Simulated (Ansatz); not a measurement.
## Data sheet: BeO (DFT)

BeO:
```
CELL_PARAMETERS angstrom
      2.68838     0.00000     0.00000
     -1.34419     2.32821     0.00000
      0.00000     0.00000    13.14704
ATOMIC_POSITIONS crystal
  Be 0.00000 0.00000 0.99967
  Be 0.00000 0.00000 0.49967
  Be 0.66667 0.33333 0.83347
  Be 0.33333 0.66667 0.33347
  Be 0.66667 0.33333 0.16664
  Be 0.33333 0.66667 0.66664
  O  0.00000 0.00000 0.87460
  O  0.00000 0.00000 0.37460
  O  0.66667 0.33333 0.70806
  O  0.33333 0.66667 0.20806
  O  0.66667 0.33333 0.04126
  O  0.33333 0.66667 0.54126
```

Space group P6_3mc (No. 186); conventional cell a = b = 2.688 Å, c = 13.147 Å, α = β = 90.00°, γ = 120.00°.

Method: plane-wave PAW PBEsol (Ansatz code). Geometry: relaxed at this level of theory. Other levels are named where they apply.

**Cell and energy**

| Quantity | Value |
|---|---|
| Volume per atom | 6.86 Å³ |
| Density | 3.03 g/cm³ |
| Formation energy from the elements (no fitted shifts) | -2.78 eV/atom |

**Electronic structure**

| Item | Result |
|---|---|
| Band gap | 7.29 eV (indirect) |
| Valence-band maximum | at Γ |
| Conduction-band minimum | at M (3 equivalent valleys) |
| Smallest direct gap on the standard path | 7.47 eV |
| Electron effective mass | 0.45, 0.71, 0.98 mₑ (principal values) |
| Hole effective mass | 0.37, 3.2, 3.2 mₑ (principal values) |
| HSE06 gap on the PBEsol cell | 9.28 eV |

**Mechanics**

| Property | Value |
|---|---|
| Bulk modulus (Birch–Murnaghan fit) | 217 GPa |
| Pressure derivative B′ | 3.7 |
| Elastic constants (relaxed ions, GPa) | C11 = 438, C12 = 134, C13 = 80.1, C33 = 493, C44 = 135 |
| Mechanical stability | stable (all eigenvalues of C positive) |
| Hill bulk and shear moduli | 217 and 154 GPa |
| Young's modulus | 374 GPa |
| Poisson's ratio | 0.21 |
| Debye temperature from the elastic constants | 1240 K |
| Piezoelectric stress constants (proper, relaxed ions, C/m²) | e15 = e24 = 0.04, e31 = e32 = 0.09, e33 = -0.15 |

**Dielectric response**

| Quantity | Result |
|---|---|
| Electronic dielectric constant ε∞ (DFPT) | 3.13 (xx = yy), 3.15 (zz) |
| Static dielectric constant ε0 (ions relaxed, cell fixed) | 6.96 (xx = yy), 7.22 (zz) |
| Born charges (a third of the trace) | Be +1.79 to +1.81, O -1.80 e |

**Phonons**

| Property | Value |
|---|---|
| Highest zone-centre frequency (without LO–TO term) | 1048 cm^-1 |
| Zone-centre stability | no imaginary mode at Γ |

A made-up cell: these elements were put on the sites of a structure type. Its sites differ from those of the usual phase in this space group: another stacking or structure type. The PBEsol relaxation kept the symmetry of its start. Signs of piezoelectric constants follow the polarity of the cell as given. The references are the lowest solids computed at this level, not always the standard phases (solids in place of the gases).

Potentials: the later of the program's two PAW sets.
